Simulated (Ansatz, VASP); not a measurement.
**Cl: VASP beside Ansatz**

The input INCAR:

```
  ALGO = Normal
  EDIFF = 1E-7
  EDIFFG = -0.01
  ENCUT = 600
  GGA = PS
  IBRION = 2
  ISIF = 3
  ISMEAR = 0
  LASPH = T
  LCHARG = F
  LREAL = F
  LWAVE = F
  NELM = 100
  NSW = 100
  PREC = Accurate
  SIGMA = 0.02
```

KPOINTS

```
k-points
0
Gamma
  9 9 12
```

The input POSCAR:

```
Cl
1.0
    4.1093344361      0.0000000000      0.0000000000
   -2.0546672180      3.5587880143      0.0000000000
    0.0000000000      0.0000000000      2.2186495178
Cl
1
Direct
    0.0000000000      0.0000000000      0.0000000000
```

Input for Ansatz:

```yaml
crystal:
  lattice:
    - [4.1093344361, 0.0, 0.0]
    - [-2.054667218, 3.5587880143, 0.0]
    - [0.0, 0.0, 2.2186495178]
  atoms:
    - { symbol: Cl, position: [0.0, 0.0, 0.0] }
basis:
  ecutwfc: 420
kpoints:
  mp_grid: { grid: [9, 9, 12] }
hamiltonian:
  xc: pbesol
scf:
  occupations: { method: gaussian, width: 0.02 }
output:
  forces: true
  stress: true
  eigenvalues: true
relax:
  adjacent_minimum: "off"
  f_tol: 0.01
  max_steps: 80
  cell: { stress_tol: 0.05 }
```

Alike in both runs: task relaxation of cell and atoms; functional PBEsol; k mesh 9 × 9 × 12; occupations gaussian, width 0.02 eV; no spin polarisation.

|  | VASP | Ansatz |
| --- | --- | --- |
| version | VASP 6.6.1 | Ansatz 0.2.0 |
| potentials or method | VASP PAW PBE potentials, release 64 (Cl) | scalar-relativistic, plane waves, PAW |
| plane-wave cutoff (eV) | 600 | 420 |
| valence electrons in the cell | 7 | 7 |

```tsv
	VASP	Ansatz	Ansatz less VASP
gap on the k mesh at the Fermi level, each at its own relaxed structure (eV)	none	none	-
relaxed volume (Å³/atom)	25.91	26.17	+0.257
relaxed cell length with the largest relative difference (Å)	3.641	3.658	+0.0172
energy change over the relaxation (meV/atom)	-22	-22	+0.3
```

A gap of «none» marks a metal or a gap that the smearing closes.

Caveats: the volume moved by over 15 % at a fixed basis, so the end points are rough (VASP); the PAW data sets were made with another functional, which shifts forces and pressure a little (VASP); an odd number of electrons without spin polarisation forces a metal; a magnetic or distorted state may lie lower.
